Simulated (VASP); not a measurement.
# I2 in VASP: settings compared, part 2 of 2

VASP 6.6.1. The steps go on from the part before.

**3. Single point, PBE**

INCAR reads:

```
PREC     = Accurate       # precision mode
ENCUT    = 400            # plane-wave cutoff, eV
EDIFF    = 1E-6           # SCF threshold, eV
ISMEAR   = 0              # smearing method
SIGMA    = 0.01           # smearing width, eV
LREAL    = F              # projectors in reciprocal space
LASPH    = T              # aspherical terms in the spheres
NELM     = 60             # most SCF steps
ALGO     = Fast           # electronic algorithm
ISIF     = 2              # what is computed and relaxed
LWAVE    = F              # write WAVECAR
LCHARG   = F              # write CHGCAR
GGA      = PE             # functional
ISYM     = 0
```

KPOINTS reads:

```
Automatic mesh
0
Gamma
  1 1 1
```

POSCAR reads:

```
I                                       
1.0
   12.9797068966      0.0000000000      0.0000000000
    0.0000000000     13.4797068966      0.0000000000
    0.0000000000      0.0000000000     13.9797068966
  I             
     2
Selective dynamics
Direct
     0.5955224535000028    0.5389366429999995    0.5076943307999997   F   F   F
     0.4030455029626473    0.4679472619002431    0.4921887565880388   T   T   T
```

Potentials or basis: VASP PAW PBE potentials, release 64 (I).

Run with:

```bash
$ cat potpaw_PBE.64/I/POTCAR > POTCAR
$ mpirun -np 4 vasp_gam > vasp.out
```

OUTCAR:

```text
PREC = Accurate
   ENCUT = 400
   EDIFF = 1E-6
   ISMEAR = 0
   LREAL = F
   LASPH = T
   NELM = 60
   ISIF = 2
   GGA = PE
   ISYM = 0

 ion  position               nearest neighbor table
   1  0.596  0.539  0.508-   2 2.68
   2  0.403  0.468  0.492-   1 2.68

IMPORTANT INFORMATION: All symmetrisations will be switched off!
NOSYMM: (Re-)initialisation of all symmetry stuff for point group C_1.

----------------------------------------------------------------------------------------

                                     Primitive cell

  volume of cell :    2445.9265

  direct lattice vectors                    reciprocal lattice vectors
    12.979706897  0.000000000  0.000000000     0.077043342  0.000000000  0.000000000
     0.000000000 13.479706897  0.000000000     0.000000000  0.074185589  0.000000000
     0.000000000  0.000000000 13.979706897     0.000000000  0.000000000  0.071532258

  length of vectors
    12.979706897 13.479706897 13.979706897     0.077043342  0.074185589  0.071532258

  position of ions in fractional coordinates (direct lattice)
     0.595522454  0.538936643  0.507694331
     0.403045503  0.467947262  0.492188757

  ion indices of the primitive-cell ions
   primitive index   ion index
                 1           1
                 2           2

----------------------------------------------------------------------------------------

 KPOINTS: Automatic mesh

Automatic generation of k-mesh.
 Grid dimensions read from file:
 generate k-points for:    1    1    1

 Generating k-lattice:

  Cartesian coordinates                     Fractional coordinates (reciprocal lattice)
     0.077043342  0.000000000  0.000000000     1.000000000  0.000000000  0.000000000
     0.000000000  0.074185589  0.000000000     0.000000000  1.000000000  0.000000000
     0.000000000  0.000000000  0.071532258     0.000000000  0.000000000  1.000000000

  Length of vectors
     0.077043342  0.074185589  0.071532258

  Shift w.r.t. Gamma in fractional coordinates (k-lattice)
     0.000000000  0.000000000  0.000000000

 Subroutine IBZKPT returns following result:
 ===========================================

 Found      1 irreducible k-points:

 Following reciprocal coordinates:
            Coordinates               Weight
  0.000000  0.000000  0.000000      1.000000
   k-points           NKPTS =      1   k-points in BZ     NKDIM =      1   number of bands    NBANDS=     12
   number of dos      NEDOS =    301   number of ions     NIONS =      2
   total plane-waves  NPLWV = 777600
   dimension x,y,z NGX =    90 NGY =   90 NGZ =   96
   dimension x,y,z NGXF=   180 NGYF=  180 NGZF=  192
   ions per type =               2
   NGX,Y,Z   is equivalent  to a cutoff of  11.53, 11.10, 11.42 a.u.
   NGXF,Y,Z  is equivalent  to a cutoff of  23.05, 22.20, 22.83 a.u.
 SYSTEM =  unknown system
   PREC   = accura    normal or accurate (medium, high low for compatibility)
   ISTART =      0    job   : 0-new  1-cont  2-samecut
   ICHARG =      2    charge: 1-file 2-atom 10-const
   ISPIN  =      1    spin polarized calculation?
   LNONCOLLINEAR =      F non collinear calculations
   LSORBIT =      F    spin-orbit coupling
   LASPH  =      T    aspherical Exc in radial PAW
   ENCUT  =  400.0 eV  29.40 Ry    5.42 a.u.  21.17 21.98 22.80*2*pi/ulx,y,z
   NELM   =     60;   NELMIN=  2; NELMDL= -5     # of ELM steps
   EDIFF  = 0.1E-05   stopping-criterion for ELM
   LREAL  =      F    real-space projection
   EDIFFG = 0.1E-04   stopping-criterion for IOM
   NSW    =      0    number of steps for IOM
   IBRION =     -1    ionic relax: 0-MD 1-quasi-New 2-CG
   NFREE  =      0    steps in history (QN), initial steepest desc. (CG)
   ISIF   =      2    stress and relaxation
   ISYM   =      0    0-nonsym 1-usesym 2-fastsym
   POTIM  = 0.5000    time-step for ionic-motion
   TEBEG  =    0.0;   TEEND  =   0.0 temperature during run
   PSTRESS=    0.0 pullay stress
   NELECT =      14.0000    total number of electrons
   NUPDOWN=      -1.0000    fix difference up-down
   EMIN   =  10.00;   EMAX   =-10.00  energy-range for DOS
   EFERMI =   0.00;   METHOD = LEGACY
   ISMEAR =     0;   SIGMA  =   0.01  broadening in eV -4-tet -1-fermi 0-gaus
   EFERMI_NEDOS =   21; number of points for ismear=-14 and -15
   IALGO  =     68    algorithm
   IMIX   =      4    mixing-type and parameters
     AMIX     =   0.40;   BMIX     =  1.00
     AMIX_MAG =   1.60;   BMIX_MAG =  1.00
  volume/ion in A,a.u.               =    1222.96      8252.96
  Fermi-wavevector in a.u.,A,eV,Ry     =   0.292844  0.553395  1.166803  0.085758
  Thomas-Fermi vector in A             =   1.153910
   LORBIT       =      0    0 simple, 1 ext, 2 COOP (PROOUT), +10 PAW based schemes
   GGA     = PE    functional components
   LHFCALC =     F    Hartree Fock is set to
   AEXX    =    0.0000 exact exchange contribution
   IVDW    =     0    specifies the selected vdW correction
   LEPSILON=     F    determine dielectric tensor
   LRPA    =     F    only Hartree local field effects (RPA)
 non-spin polarized calculation
 RMM-DIIS sequential band-by-band and
 Gauss-broadening in eV      SIGMA  =   0.01
  energy-cutoff  :      400.00
  volume of cell :     2445.93
 maximum number of plane-waves:     22175
 NGX is ok and might be reduce to    90
   NGX = 43   NGY = 43   NGZ = 45

 number of electron      14.0000003 magnetization

 Free energy of the ion-electron system (eV)
  ---------------------------------------------------
  ext. energy  EPLUGINS =         0.00000000
  ---------------------------------------------------
  free energy    TOTEN  =        -2.67167371 eV

  energy without entropy =       -2.67167371  energy(sigma->0) =       -2.67167371

 E-fermi :  -5.9287     XC(G=0):  -0.6136

 val. band max:       -5.9936311069   @ k =   0.0000   0.0000   0.0000
 cond. band min:      -4.1731790679   @ k =   0.0000   0.0000   0.0000
 fundamental gap:      1.8204520390
 Fermi energy:        -5.9287361297

 k-point     1 :       0.0000    0.0000    0.0000
  band No.  band energies     occupation
      1     -18.5537      2.00000
      2     -16.3899      2.00000
      3      -9.3064      2.00000
      4      -7.5795      2.00000
      5      -7.5791      2.00000
      6      -5.9940      2.00000
      7      -5.9936      2.00000
      8      -4.1732      0.00000
      9      -0.3952      0.00000
     10       0.5259      0.00000
     11       0.5914      0.00000
     12       0.6162      0.00000

------------------------ aborting loop because EDIFF is reached ----------------------------------------

  FORCE on cell =-STRESS in cart. coord.  units (eV):
  Direction    XX          YY          ZZ          XY          YZ          ZX
  --------------------------------------------------------------------------------------
  -------------------------------------------------------------------------------------
  Total       -0.0310651     -0.0096870     -0.0067315     -0.0093293     -0.0006411     -0.0021127
  in kB       -0.0203488     -0.0063453     -0.0044094     -0.0061111     -0.0004200     -0.0013839
  external PRESSURE =      -0.0103679 kB  Pullay stress =       0.0000000 kB

 VOLUME and BASIS-vectors are now :
 -----------------------------------------------------------------------------
  energy-cutoff  :      400.00
  volume of cell :     2445.93
      direct lattice vectors                 reciprocal lattice vectors
    12.979706897  0.000000000  0.000000000     0.077043342  0.000000000  0.000000000
     0.000000000 13.479706897  0.000000000     0.000000000  0.074185589  0.000000000
     0.000000000  0.000000000 13.979706897     0.000000000  0.000000000  0.071532258

 POSITION                                       TOTAL-FORCE (eV/Angst)
 -----------------------------------------------------------------------------------
      7.72971      7.26471      7.09742        -0.010237     -0.002992     -0.000668
      5.23141      6.30779      6.88065         0.010237      0.002992      0.000668
 -----------------------------------------------------------------------------------
    total drift:                               -0.000110     -0.000009      0.000022

  FREE ENERGIE OF THE ION-ELECTRON SYSTEM (eV)
  ---------------------------------------------------
  free  energy   TOTEN  =        -2.6716737122 eV

  energy  without entropy=       -2.6716737122  energy(sigma->0) =       -2.67167371
```

Run time: 49 s. Hardware: 4 MPI ranks of Intel Xeon Platinum 8488C (Sapphire Rapids), shared host; peak memory 0.47 GiB.

What came out:

```
Free energy                     : -2.6717 eV
Largest force                   : 0.011 eV/Å
Gap between the frontier levels : 1.82 eV
```

Forces in eV/Å, atoms in the order of the input:
```
I   -0.010 -0.003 -0.001
I    0.010  0.003  0.001
```

Caveat: spin-orbit coupling is left out, which moves the levels of the heavy elements.

**4. Single point, RPBE**

INCAR: that of step 3 with these lines changed.

```diff
@@ -12,3 +12,3 @@
 LCHARG   = F              # write CHGCAR
-GGA      = PE             # functional
+GGA      = RP             # functional
 ISYM     = 0
```

KPOINTS is that of step 3.

POSCAR is that of step 3.

Run with:

```bash
$ cat potpaw_PBE.64/I/POTCAR > POTCAR
$ mpirun -np 4 vasp_gam > vasp.out
```

It took 56 s on 4 MPI ranks of Intel Xeon Platinum 8488C (Sapphire Rapids), shared host; peak memory 0.47 GiB.

Results (log left out):

| Quantity | Value |
| --- | --- |
| Free energy | -2.5097 eV |
| Largest force | 0.131 eV/Å |
| Gap between the frontier levels | 1.85 eV |

Forces on the atoms (eV/Å):
```
I    0.122  0.047  0.011
I   -0.122 -0.047 -0.011
```

Levels at points of the mesh, in eV from the valence-band top:
```tsv
k point	band 3	band 4	band 5	band 6	band 7	band 8	band 9	band 10	band 11	band 12
(0.00, 0.00, 0.00)	-3.29	-1.58	-1.58	0.00	0.00	1.85	5.50	6.46	6.48	6.51
```

Caveat: the PAW data sets were made with another functional, which shifts forces and pressure a little; spin-orbit coupling is left out, which moves the levels of the heavy elements.

**5. Single point, RPBE+D3(BJ)**

INCAR: that of step 4 with these lines changed.

```diff
@@ -13,2 +13,3 @@
 GGA      = RP             # functional
+IVDW     = 12             # dispersion correction
 ISYM     = 0
```

KPOINTS is that of step 4.

POSCAR is that of step 4.

Run with:

```bash
$ cat potpaw_PBE.64/I/POTCAR > POTCAR
$ mpirun -np 4 vasp_gam > vasp.out
```

Run time: 39 s. Hardware: 4 MPI ranks of Intel Xeon Platinum 8488C (Sapphire Rapids), shared host; peak memory 0.48 GiB.

Results (log left out):

| Property | Result |
| --- | --- |
| Free energy | -3.1479 eV |
| Largest force | 0.362 eV/Å |
| Gap between the frontier levels | 1.85 eV |
| Dispersion energy per atom | -0.319 eV |

Forces on the atoms (eV/Å):
```
I   -0.337 -0.128 -0.029
I    0.337  0.128  0.029
```

Levels at points of the mesh, in eV from the valence-band top:
| k point | band 3 | band 4 | band 5 | band 6 | band 7 | band 8 | band 9 | band 10 | band 11 | band 12 |
| --- | --- | --- | --- | --- | --- | --- | --- | --- | --- | --- |
| (0.00, 0.00, 0.00) | -3.29 | -1.58 | -1.58 | 0.00 | 0.00 | 1.85 | 5.50 | 6.46 | 6.48 | 6.51 |

Caveat: the PAW data sets were made with another functional, which shifts forces and pressure a little; spin-orbit coupling is left out, which moves the levels of the heavy elements. RPBE gaps usually lie below the measured ones, often by a third to a half.

**6. Single point, optB86b-vdW**

INCAR: that of step 5 with these lines changed.

```diff
@@ -12,4 +12,7 @@
 LCHARG   = F              # write CHGCAR
-GGA      = RP             # functional
-IVDW     = 12             # dispersion correction
+GGA      = MK             # functional
+LUSE_VDW = T            
+AGGAC    = 0.0          
+PARAM1   = 0.1234       
+PARAM2   = 1.0          
 ISYM     = 0
```

KPOINTS is that of step 5.

POSCAR is that of step 5.

Potentials or basis: VASP PAW PBE potentials, release 64 (I).

Run with:

```bash
$ cat potpaw_PBE.64/I/POTCAR > POTCAR
$ mpirun -np 4 vasp_gam > vasp.out
```

It took 7.8 min on 4 MPI ranks of Intel Xeon Platinum 8488C (Sapphire Rapids), shared host; peak memory 1.3 GiB.

The run converged. Its results:

| Property | Result |
| --- | --- |
| Free energy | 1.7321 eV |
| Largest force | 0.019 eV/Å |
| Gap between the frontier levels | 1.79 eV |

Forces on the atoms (eV/Å):
```
I    0.017  0.008  0.002
I   -0.017 -0.008 -0.002
```

Levels at points of the mesh, in eV from the valence-band top:
| k point | band 3 | band 4 | band 5 | band 6 | band 7 | band 8 | band 9 | band 10 | band 11 | band 12 |
| --- | --- | --- | --- | --- | --- | --- | --- | --- | --- | --- |
| (0.00, 0.00, 0.00) | -3.30 | -1.57 | -1.57 | 0.00 | 0.00 | 1.79 | 5.38 | 6.34 | 6.35 | 6.37 |

Caveat: the PAW data sets were made with another functional, which shifts forces and pressure a little; spin-orbit coupling is left out, which moves the levels of the heavy elements.

**7. Summary**

| task | level | cell | atoms held fixed (from 0) | gap on the mesh (eV) | largest force (eV/Å) |
| --- | --- | --- | --- | --- | --- |
| relaxation of the atoms | PBE+D3(BJ) | atoms relaxed | [0] | 1.82 | - |
| single point | PBE | as given | - | 1.82 | 0.01 |
| single point | RPBE | as given | - | 1.85 | 0.13 |
| single point | RPBE+D3(BJ) | as given | - | 1.85 | 0.36 |
| single point | optB86b-vdW | as given | - | 1.79 | 0.02 |

Alike in all rows: potentials or basis VASP PAW PBE potentials, release 64 (I); no spin polarisation; k mesh 1 × 1 × 1; cutoff (eV) 400; smearing gaussian 0.01 eV.

On the cell as given the gap runs from 1.79 eV (optB86b-vdW) to 1.85 eV (RPBE).

Caveats: spin-orbit coupling is left out, which moves the levels of the heavy elements; the PAW data sets were made with another functional, which shifts forces and pressure a little (some runs).

Absolute energies hang on the potentials; compare differences alone.
